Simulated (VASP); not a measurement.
This VASP 6.6.1 run on Ga needs a look.

File INCAR:

```
SYSTEM = Ga
  ALGO = Normal
  DIPOL = 0.5 0.5 0.500
  EDIFF = 1E-7
  ENCUT = 520
  GGA = CA
  IDIPOL = 3
  ISIF = 2
  ISMEAR = 0
  IVDW = 99
  LASPH = .True.
  LCHARG = .True.
  LDIPOL = .True.
  LELF = .True.
  LREAL = .False.
  LVACPOTAV = .True.
  LVHAR = .True.
  LWAVE = .False.
  NELM = 50
  PREC = Accurate
  SIGMA = 0.05
```

KPOINTS

```
k-points
0
Gamma
  11 11 1
  0 0 0
```

The input POSCAR:

```
Ga
1.0
    2.8080000000      0.0000000000      0.0000000000
   -1.4040000000      2.6343228731      0.0000000000
    0.0000000000      0.0000000000     24.5038190858
Ga
5
Cartesian
    0.0000000000      1.4965637053      7.5000000000
    1.4040000000      0.3588045375      9.8759547714
    1.4040000000      1.8553682428     12.2519095429
    0.0000000000      0.7176090749     14.6278643143
    0.0000000000      2.2141727802     17.0038190858
```

Potentials or basis: VASP PAW LDA potentials, release 64 (Ga_d).

Command:

```sh
$ cat potpaw_LDA.64/Ga_d/POTCAR > POTCAR
$ mpirun -np 1 vasp_std > vasp.out
```

OUTCAR:

```text
SYSTEM = Ga
   EDIFF = 1E-7
   ENCUT = 520
   GGA = CA
   ISIF = 2
   ISMEAR = 0
   IVDW = 99
   LASPH = .True.
   LREAL = .False.
   NELM = 50
   PREC = Accurate

 ion  position               nearest neighbor table
   1  0.284  0.568  0.306-   2 2.81
   2  0.568  0.136  0.403-   1 2.81   3 2.81
   3  0.852  0.704  0.500-   4 2.81   2 2.81
   4  0.136  0.272  0.597-   3 2.81   5 2.81
   5  0.420  0.841  0.694-   4 2.81

  LATTYP: Found a base centered orthorhombic cell.
[... 215 lines left out ...]
  Total       -2.6670854     -2.5251622     -0.0438171      0.0000000     -0.0434320      0.0000000
  in kB      -23.5747782    -22.3202979     -0.3873057      0.0000000     -0.3839021      0.0000000
  external PRESSURE =     -15.4274606 kB  Pullay stress =       0.0000000 kB

 VOLUME and BASIS-vectors are now :
 -----------------------------------------------------------------------------
  energy-cutoff  :      520.00
  volume of cell :      181.26
      direct lattice vectors                 reciprocal lattice vectors
     2.808000000  0.000000000  0.000000000     0.356125356  0.189802095  0.000000000
    -1.404000000  2.634322873  0.000000000     0.000000000  0.379604190  0.000000000
     0.000000000  0.000000000 24.503819086     0.000000000  0.000000000  0.040809965

 POSITION                                       TOTAL-FORCE (eV/Angst)
 -----------------------------------------------------------------------------------
      0.00000      1.49656      7.50000         0.000000      0.002940     -0.017465
      1.40400      0.35880      9.87595         0.000000      0.003106      0.045602
      1.40400      1.85537     12.25191         0.000000      0.000000      0.000000
      0.00000      0.71761     14.62786        -0.000000     -0.003106     -0.045602
      0.00000      2.21417     17.00382         0.000000     -0.002940      0.017465
 -----------------------------------------------------------------------------------
    total drift:                                0.000000      0.000008     -0.000073

  FREE ENERGIE OF THE ION-ELECTRON SYSTEM (eV)
  ---------------------------------------------------
  free  energy   TOTEN  =       -17.1998894626 eV

  energy  without entropy=      -17.1956379302  energy(sigma->0) =      -17.19776370

 vacuum level on the upper side and lower side of the slab         5.068         5.068
```

On the terminal:

```text
POSCAR found type information on POSCAR Ga
[... 24 lines left out ...]
 -----------------------------------------------------------------------------
```

What happened, and what is wrong with the input?

Self-consistency was reached. The input holds a flaw that was put in on purpose: unknown dispersion method (IVDW = 99). The program doesn't stop on it, so the numbers can't be trusted though the run ends normally.
